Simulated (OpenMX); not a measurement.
Set up this calculation in OpenMX 3.8.5, as the native input.

| Property | Result |
| --- | --- |
| Task | single point |
| Functional | PBE |
| Potentials or basis | OpenMX 2013 PBE set, Ga7.0-s3p2d2, grid cutoff 500 Ry |
| k mesh | 7 × 7 × 7 |
| Occupations | fermi-dirac, width 0.05 eV |
| Spin | no spin polarisation |
| Mixing scheme | rmm-diisk |
| SCF threshold | 1e-08 Ha |
| Solver | band |
| Max SCF cycles | 100 |

Ga:

```
CELL_PARAMETERS angstrom
1.32768 -3.86544 0.00000
1.32768 3.86544 0.00000
-0.11275 0.00000 3.32993
ATOMIC_POSITIONS crystal
Ga 0.13100 0.86900 0.75000
Ga 0.86900 0.13100 0.25000
```

This isn't the form of Ga at room conditions, which is orthorhombic.

The input as run:

Ga.dat

```
System.CurrrentDirectory             ./
System.Name                          Ga
DATA.PATH                            ./DFT_DATA13
level.of.stdout                      1
level.of.fileout                     1
Species.Number                       1
<Definition.of.Atomic.Species
  Ga  Ga7.0-s3p2d2           Ga_PBE13
Definition.of.Atomic.Species>

Atoms.Number                         2
Atoms.SpeciesAndCoordinates.Unit     FRAC
<Atoms.SpeciesAndCoordinates
    1  Ga    0.1310000000    0.8690000000    0.7500000000   6.500  6.500
    2  Ga    0.8690000000    0.1310000000    0.2500000000   6.500  6.500
Atoms.SpeciesAndCoordinates>

Atoms.UnitVectors.Unit               Ang
<Atoms.UnitVectors
     1.3276800000   -3.8654400000    0.0000000000
     1.3276800000    3.8654400000    0.0000000000
    -0.1127495950    0.0000000000    3.3299294416
Atoms.UnitVectors>

scf.XcType                           GGA-PBE
scf.SpinPolarization                 off
scf.ElectronicTemperature            580.226
scf.energycutoff                     500.0
scf.maxIter                          100
scf.EigenvalueSolver                 band
scf.Kgrid                            7 7 7
scf.Mixing.Type                      rmm-diisk
scf.Init.Mixing.Weight               0.05
scf.Min.Mixing.Weight                0.001
scf.Max.Mixing.Weight                0.3
scf.Mixing.History                   25
scf.Mixing.StartPulay                8
scf.criterion                        1.0e-8
scf.stress.tensor                    on
MD.Type                              nomd
```

Potentials or basis: OpenMX 2013 PBE set, Ga7.0-s3p2d2, grid cutoff 500 Ry.

Command:

```sh
$ openmx Ga.dat -nt 1 > Ga.std
```

It gave:

- Pressure: 11.3 GPa
- Largest force: 0.017 eV/Å
- Band gap on the k mesh: none (metal or under the smearing width)

Caveat: the basis of atomic orbitals isn't converged, which shifts pressures, moduli and gaps.

It took 96 s on 1 thread of Intel(R) Xeon(R) 6975P-C (Granite Rapids) (shared host), peak memory 0.8 GiB.
